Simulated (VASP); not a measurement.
# GaP (F-43m) in VASP: a series of runs

The runs below take GaP through single point, with PBE.

Program: VASP 6.6.1. These are calculated values, not measurements. Logs are shortened: lines on timing, memory, paths and dates and some standing lists are left out, and cuts for length are marked.

## 1. Starting point

Symmetry: F-43m, No. 216, cubic system. The conventional cell has a = 5.451 Å, b = 5.451 Å, c = 5.451 Å, α = 90.00°, β = 90.00°, γ = 90.00°. Ga (site symmetry -43m) has 4 P at 2.36 Å as nearest neighbours. Around P (site symmetry -43m) lie 4 Ga at 2.36 Å.

## 2. Single point, PBE, spin-orbit coupling, no magnetisation

File INCAR:

```
ALGO = Normal
EDIFF = 1E-7
ENCUT = 340
GGA = PE
GGA_COMPAT = F
ISIF = 2
ISMEAR = 0
LASPH = T
LCHARG = F
LNONCOLLINEAR = T
LORBIT = 11
LREAL = F
LSORBIT = T
LWAVE = F
MAGMOM = 0 0 0 0 0 0
NBANDS = 34
NELM = 100
PREC = Accurate
SIGMA = 0.02
```

File KPOINTS:

```
k-points
0
Gamma
  4 4 4
```

File POSCAR:

```
GaP
1.0
    0.0000000000      2.7252500000      2.7252500000
    2.7252500000      0.0000000000      2.7252500000
    2.7252500000      2.7252500000      0.0000000000
Ga P
1 1
Direct
    0.0000000000      0.0000000000      0.0000000000
    0.7500000000      0.7500000000      0.7500000000
```

Potentials or basis: VASP PAW PBE potentials, release 64 (Ga_d, P).

Launch:

```sh
$ cat potpaw_PBE.64/Ga_d/POTCAR potpaw_PBE.64/P/POTCAR > POTCAR
$ mpirun -np 1 vasp_ncl > vasp.out
```

OUTCAR:

```text
EDIFF = 1E-7
   ENCUT = 340
   GGA = PE
   ISIF = 2
   ISMEAR = 0
   LASPH = T
   LNONCOLLINEAR = T
   LORBIT = 11
   LREAL = F
   LSORBIT = T
   NELM = 100
   PREC = Accurate

 Found     10 irreducible k-points:

 Following reciprocal coordinates:
            Coordinates               Weight
  0.000000  0.000000  0.000000      1.000000
  0.250000  0.000000  0.000000      4.000000
 -0.250000  0.000000  0.000000      4.000000
  0.500000  0.000000  0.000000      4.000000
  0.250000  0.250000  0.000000      6.000000
  0.500000  0.250000  0.000000     12.000000
   k-points           NKPTS =     10   k-points in BZ     NKDIM =     10   number of bands    NBANDS=     34
   number of dos      NEDOS =    301   number of ions     NIONS =      2
   total plane-waves  NPLWV =  13824
   dimension x,y,z NGX =    24 NGY =   24 NGZ =   24
   dimension x,y,z NGXF=    48 NGYF=   48 NGZF=   48
   ions per type =               1   1
   NGX,Y,Z   is equivalent  to a cutoff of  10.35, 10.35, 10.35 a.u.
   NGXF,Y,Z  is equivalent  to a cutoff of  20.70, 20.70, 20.70 a.u.
 SYSTEM =  unknown system
   PREC   = accura    normal or accurate (medium, high low for compatibility)
   ISTART =      0    job   : 0-new  1-cont  2-samecut
   ICHARG =      2    charge: 1-file 2-atom 10-const
   ISPIN  =      1    spin polarized calculation?
   LNONCOLLINEAR =      T non collinear calculations
   LSORBIT =      T    spin-orbit coupling
   LASPH  =      T    aspherical Exc in radial PAW
   ENCUT  =  340.0 eV  24.99 Ry    5.00 a.u.   5.79  5.79  5.79*2*pi/ulx,y,z
   NELM   =    100;   NELMIN=  2; NELMDL= -5     # of ELM steps
   EDIFF  = 0.1E-06   stopping-criterion for ELM
   LREAL  =      F    real-space projection
   EDIFFG = 0.1E-05   stopping-criterion for IOM
   NSW    =      0    number of steps for IOM
   IBRION =     -1    ionic relax: 0-MD 1-quasi-New 2-CG
   NFREE  =      0    steps in history (QN), initial steepest desc. (CG)
   ISIF   =      2    stress and relaxation
   ISYM   =      2    0-nonsym 1-usesym 2-fastsym
   POTIM  = 0.5000    time-step for ionic-motion
   TEBEG  =    0.0;   TEEND  =   0.0 temperature during run
   PSTRESS=    0.0 pullay stress
   NELECT =      18.0000    total number of electrons
   NUPDOWN=      -1.0000    fix difference up-down
   EMIN   =  10.00;   EMAX   =-10.00  energy-range for DOS
   EFERMI =   0.00;   METHOD = LEGACY
   ISMEAR =     0;   SIGMA  =   0.02  broadening in eV -4-tet -1-fermi 0-gaus
   EFERMI_NEDOS =   21; number of points for ismear=-14 and -15
   IALGO  =     38    algorithm
   IMIX   =      4    mixing-type and parameters
     AMIX     =   0.40;   BMIX     =  1.00
     AMIX_MAG =   1.60;   BMIX_MAG =  1.00
  volume/ion in A,a.u.               =      20.24       136.59
  Fermi-wavevector in a.u.,A,eV,Ry     =   1.249538  2.361284 21.243377  1.561344
  Thomas-Fermi vector in A             =   2.383574
   LORBIT       =     11    0 simple, 1 ext, 2 COOP (PROOUT), +10 PAW based schemes
   GGA     = PE    functional components
   LHFCALC =     F    Hartree Fock is set to
   AEXX    =    0.0000 exact exchange contribution
   IVDW    =     0    specifies the selected vdW correction
   LEPSILON=     F    determine dielectric tensor
   LRPA    =     F    only Hartree local field effects (RPA)
 Gauss-broadening in eV      SIGMA  =   0.02
  energy-cutoff  :      340.00
  volume of cell :       40.48
 maximum number of plane-waves:      1176
   NGX = 11   NGY = 11   NGZ = 11

 number of electron      17.9999982 magnetization       0.0000000      0.0000000      0.0000000

 number of electron      17.9999982 magnetization      -0.0000000     -0.0000000     -0.0000000

 number of electron      17.9999982 magnetization       0.0000000     -0.0000000      0.0000000

 number of electron      17.9999982 magnetization      -0.0000000      0.0000000     -0.0000000

 Free energy of the ion-electron system (eV)
  ---------------------------------------------------
  ext. energy  EPLUGINS =         0.00000000
  ---------------------------------------------------
  free energy    TOTEN  =        -8.98192949 eV

  energy without entropy =       -8.98192949  energy(sigma->0) =       -8.98192949

 E-fermi :   4.8187     XC(G=0):  -9.8105

 val. band max:        4.7262143804   @ k =   0.0000   0.0000   0.0000
 cond. band min:       6.3283652770   @ k =   0.5000   0.5000   0.0000
 fundamental gap:      1.6021508965
 Fermi energy:         4.8187395450

 k-point     1 :       0.0000    0.0000    0.0000
  band No.  band energies     occupation
      1     -10.1249      1.00000
      2     -10.1249      1.00000
      3     -10.1249      1.00000
      4     -10.1249      1.00000
      5      -9.7067      1.00000
      6      -9.7067      1.00000
[... 22 lines left out ...]
     29      14.4672      0.00000
     30      14.4672      0.00000

 k-point     2 :       0.2500    0.0000    0.0000
  band No.  band energies     occupation
      1     -10.1348      1.00000
      2     -10.1348      1.00000
      3     -10.1244      1.00000
      4     -10.1177      1.00000
      5      -9.7101      1.00000
      6      -9.7101      1.00000
[... 22 lines left out ...]
     29      13.6556      0.00000
     30      13.6712      0.00000

 k-point     3 :      -0.2500    0.0000    0.0000
  band No.  band energies     occupation
      1     -10.1348      1.00000
      2     -10.1348      1.00000
      3     -10.1244      1.00000
      4     -10.1177      1.00000
      5      -9.7101      1.00000
      6      -9.7101      1.00000
[... 22 lines left out ...]
     29      13.6556      0.00000
     30      13.6712      0.00000

 k-point     4 :       0.5000    0.0000    0.0000
  band No.  band energies     occupation
      1     -10.1465      1.00000
      2     -10.1465      1.00000
      3     -10.1180      1.00000
      4     -10.1180      1.00000
      5      -9.7082      1.00000
      6      -9.7082      1.00000
[... 22 lines left out ...]
     29      16.3561      0.00000
     30      16.3561      0.00000

 k-point     5 :       0.2500    0.2500    0.0000
  band No.  band energies     occupation
      1     -10.1469      1.00000
      2     -10.1469      1.00000
      3     -10.1095      1.00000
      4     -10.1095      1.00000
      5      -9.7147      1.00000
      6      -9.7147      1.00000
[... 22 lines left out ...]
     29      15.4196      0.00000
     30      15.4196      0.00000

 k-point     6 :       0.5000    0.2500    0.0000
  band No.  band energies     occupation
      1     -10.1761      1.00000
      2     -10.1415      1.00000
      3     -10.1062      1.00000
      4     -10.0948      1.00000
      5      -9.7488      1.00000
      6      -9.6863      1.00000
[... 22 lines left out ...]
     29      16.4656      0.00000
     30      16.4702      0.00000

 [... further k-points ...]

 [bands above 30 left out]

------------------------ aborting loop because EDIFF is reached ----------------------------------------

  FORCE on cell =-STRESS in cart. coord.  units (eV):
  Direction    XX          YY          ZZ          XY          YZ          ZX
  --------------------------------------------------------------------------------------
  -------------------------------------------------------------------------------------
  Total        0.7117609      0.7117609      0.7117609     -0.0000000      0.0000000     -0.0000000
  in kB       28.1705732     28.1705732     28.1705732     -0.0000000      0.0000000     -0.0000000
  external PRESSURE =      28.1705732 kB  Pullay stress =       0.0000000 kB

 VOLUME and BASIS-vectors are now :
 -----------------------------------------------------------------------------
  energy-cutoff  :      340.00
  volume of cell :       40.48
      direct lattice vectors                 reciprocal lattice vectors
     0.000000000  2.725250000  2.725250000    -0.183469406  0.183469406  0.183469406
     2.725250000  0.000000000  2.725250000     0.183469406 -0.183469406  0.183469406
     2.725250000  2.725250000  0.000000000     0.183469406  0.183469406 -0.183469406

 POSITION                                       TOTAL-FORCE (eV/Angst)
 -----------------------------------------------------------------------------------
      0.00000      0.00000      0.00000         0.000000      0.000000      0.000000
      4.08788      4.08788      4.08788        -0.000000     -0.000000     -0.000000
 -----------------------------------------------------------------------------------
    total drift:                               -0.000000     -0.000000     -0.000000

  FREE ENERGIE OF THE ION-ELECTRON SYSTEM (eV)
  ---------------------------------------------------
  free  energy   TOTEN  =        -8.9819294872 eV

  energy  without entropy=       -8.9819294872  energy(sigma->0) =       -8.98192949

 Spin-Orbit-Coupling matrix elements

 Ion:    1  E_soc:     -0.0118410
 l=   1
     0.0000000    -0.0011206    -0.0011206
    -0.0011206     0.0000000    -0.0011206
    -0.0011206    -0.0011206     0.0000000
 l=   2
     0.0000000    -0.0001747     0.0000000    -0.0001747    -0.0006782
    -0.0001747     0.0000000    -0.0005087    -0.0001747    -0.0001696
     0.0000000    -0.0005087     0.0000000    -0.0005087     0.0000000
    -0.0001747    -0.0001747    -0.0005087     0.0000000    -0.0001696
    -0.0006782    -0.0001696     0.0000000    -0.0001696     0.0000000
 l=   3
     0.0000000     0.0000000     0.0000000     0.0000000     0.0000000     0.0000000     0.0000000
     0.0000000     0.0000000     0.0000000     0.0000000     0.0000000     0.0000000     0.0000000
     0.0000000     0.0000000     0.0000000     0.0000000     0.0000000     0.0000000     0.0000000
     0.0000000     0.0000000     0.0000000     0.0000000     0.0000000     0.0000000     0.0000000
     0.0000000     0.0000000     0.0000000     0.0000000     0.0000000     0.0000000     0.0000000
     0.0000000     0.0000000     0.0000000     0.0000000     0.0000000     0.0000000     0.0000000
     0.0000000     0.0000000     0.0000000     0.0000000     0.0000000     0.0000000     0.0000000

 Ion:    2  E_soc:     -0.0008418
 l=   1
     0.0000000    -0.0001403    -0.0001403
    -0.0001403     0.0000000    -0.0001403
    -0.0001403    -0.0001403     0.0000000
 l=   2
     0.0000000     0.0000000     0.0000000     0.0000000     0.0000000
     0.0000000     0.0000000     0.0000000     0.0000000     0.0000000
     0.0000000     0.0000000     0.0000000     0.0000000     0.0000000
     0.0000000     0.0000000     0.0000000     0.0000000     0.0000000
     0.0000000     0.0000000     0.0000000     0.0000000     0.0000000
 l=   3
     0.0000000     0.0000000     0.0000000     0.0000000     0.0000000     0.0000000     0.0000000
     0.0000000     0.0000000     0.0000000     0.0000000     0.0000000     0.0000000     0.0000000
     0.0000000     0.0000000     0.0000000     0.0000000     0.0000000     0.0000000     0.0000000
     0.0000000     0.0000000     0.0000000     0.0000000     0.0000000     0.0000000     0.0000000
     0.0000000     0.0000000     0.0000000     0.0000000     0.0000000     0.0000000     0.0000000
     0.0000000     0.0000000     0.0000000     0.0000000     0.0000000     0.0000000     0.0000000
     0.0000000     0.0000000     0.0000000     0.0000000     0.0000000     0.0000000     0.0000000

 total charge

# of ion       s       p       d       tot
------------------------------------------
    1        0.848   0.859  10.012  11.719
    2        1.009   1.547   0.000   2.556
--------------------------------------------------
tot          1.857   2.406  10.012  14.275

 magnetization (x)

# of ion       s       p       d       tot
------------------------------------------
    1       -0.000  -0.000  -0.000  -0.000
    2       -0.000   0.000   0.000  -0.000
--------------------------------------------------
tot         -0.000  -0.000  -0.000  -0.000

 magnetization (y)

# of ion       s       p       d       tot
------------------------------------------
    1        0.000  -0.000   0.000  -0.000
    2        0.000  -0.000   0.000  -0.000
--------------------------------------------------
tot          0.000  -0.000   0.000  -0.000

 magnetization (z)

# of ion       s       p       d       tot
------------------------------------------
    1        0.000   0.000  -0.000   0.000
    2       -0.000  -0.000   0.000  -0.000
--------------------------------------------------
tot         -0.000  -0.000  -0.000  -0.000
```

It took 12 s on 1 thread of AMD EPYC 9R45 (Zen 5), shared host; peak memory 0.16 GiB.

These settings aren't checked as converged: the numbers below hold their error.

Results:

```
Free energy                                           : -8.9819 eV
Pressure                                              : 2.8 GPa
Valence electrons inside the program's atomic spheres : Ga 11.72; P 2.56
```

Caveat: the k mesh is coarse (spacing up to 0.50 Å⁻¹), so the values aren't converged; the cutoff is under 1.25 times the usual one of these potentials, so pressure, stress and relaxed cells hold a basis-set (Pulay) error.

## 3. Single point, PBE, spin-orbit coupling, no magnetisation

INCAR, as its differences from that of step 2:

```diff
@@ -2,3 +2,3 @@
 EDIFF = 1E-7
-ENCUT = 340
+ENCUT = 460
 GGA = PE
```

KPOINTS is that of step 2.

POSCAR is that of step 2.

Potentials or basis: VASP PAW PBE potentials, release 64 (Ga_d, P).

Launch:

```sh
$ cat potpaw_PBE.64/Ga_d/POTCAR potpaw_PBE.64/P/POTCAR > POTCAR
$ mpirun -np 1 vasp_ncl > vasp.out
```

Wall time 17 s (1 thread of AMD EPYC 9R45 (Zen 5), shared host); peak memory 0.21 GiB.

These settings aren't checked as converged: the numbers below hold their error.

Results:

| Quantity | Value |
| --- | --- |
| Free energy | -8.9819 eV |
| Pressure | 2.8 GPa |
| Valence electrons inside the program's atomic spheres | Ga 11.72; P 2.56 |

Caveat: the k mesh is coarse (spacing up to 0.50 Å⁻¹), so the values aren't converged.

(Continued in part 2 of 2.)
